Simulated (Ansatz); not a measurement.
Runs of Ansatz 0.2.0 on CoSi2. It takes space group Fm-3m (No. 225, cubic). The conventional cell has a = 5.356 Å, b = 5.356 Å, c = 5.356 Å, α = 90.00°, β = 90.00°, γ = 90.00°. Co (site symmetry m-3m) has 8 Si at 2.32 Å as nearest neighbours. Si (site symmetry -43m) is surrounded by 4 Co at 2.32 Å. 

| level | potentials or basis | cutoff (eV) | V0 of scaled cells (Å³/atom) | B0 (GPa) |
| --- | --- | --- | --- | --- |
| PBE | Ansatz PAW | 420 | 12.84 | 178 |
| LDA | Ansatz PAW | 420 | (b) | 203 |
| PBEsol | Ansatz PAW | 420 | 12.50 | (a) |
| PBE | Ansatz PAW soft_1 | 420 | 12.84 | 178 |
| r2SCAN | Ansatz PAW | 500 | 12.52 | 196 |

Alike in all rows: task equation of state; spin collinear, ferromagnetic start; cell as given; k mesh 9 × 9 × 9; smearing fermi-dirac 0.05 eV.

**Question.** Estimate the missing entries.

**Answer.** (a) 194; (b) 12.23.

Caveats: the PAW data sets come from PBE, with cores solved anew for the run's functional, which leaves a small shift of forces and pressure (some runs); the magnetic or orbital state may not be the lowest (some runs).

Not every run made on this cell is shown here.
